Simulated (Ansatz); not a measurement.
# How far is this AlN from the hull?

Computed with Ansatz 0.2.0, DFT PBE, scalar-relativistic, plane waves, PAW. All cells share a 420 eV cutoff and Γ-centred k meshes spaced at most about 0.3 Å⁻¹ (2π included). No spin polarisation.

Energies over the elements count from the elements' standard structures at the same level (N₂ as a molecule), with no fitted energy shifts.

Temperature and zero-point effects are left out.

The competitors are the elements and 1 reference phase of this chemical system (from databases or known types: AlN), relaxed at the same level; other known phases may be missing.

The candidate was reached from: AlN type (Fm-3m) distorted into a subgroup, changed on relaxing.

```cif
data_structure
_symmetry_space_group_name_H-M 'Fm-3m'
_symmetry_Int_Tables_number 225
_cell_length_a 4.0708
_cell_length_b 4.0708
_cell_length_c 4.0708
_cell_angle_alpha 90.000
_cell_angle_beta 90.000
_cell_angle_gamma 90.000
_cell_volume 67.46
loop_
_atom_site_label
_atom_site_type_symbol
_atom_site_symmetry_multiplicity
_atom_site_Wyckoff_symbol
_atom_site_fract_x
_atom_site_fract_y
_atom_site_fract_z
_atom_site_occupancy
Al1 Al 4 a 0.00000 0.00000 0.00000 1
N1 N 4 b 0.50000 0.00000 0.00000 1
```

Q: Is it stable, and against what?

A: Not the lowest form: another structure of the same formula lies lower. Its formation energy is -1.200 eV/atom. The lowest competing phase at this composition is this:

```
phase       space group             source  share of atoms  ΔE_f (eV/atom)
  AlN  P6_3mc (No. 186)  Materials Project          1.0000          -1.368
```

The candidate lies 168 meV/atom above this phase (169 meV/atom from unrounded values). The same end was reached from a cell as deposited in COD. It is metastable at best. Whether it is a true minimum wasn't tested by phonons. It has the rock salt type.
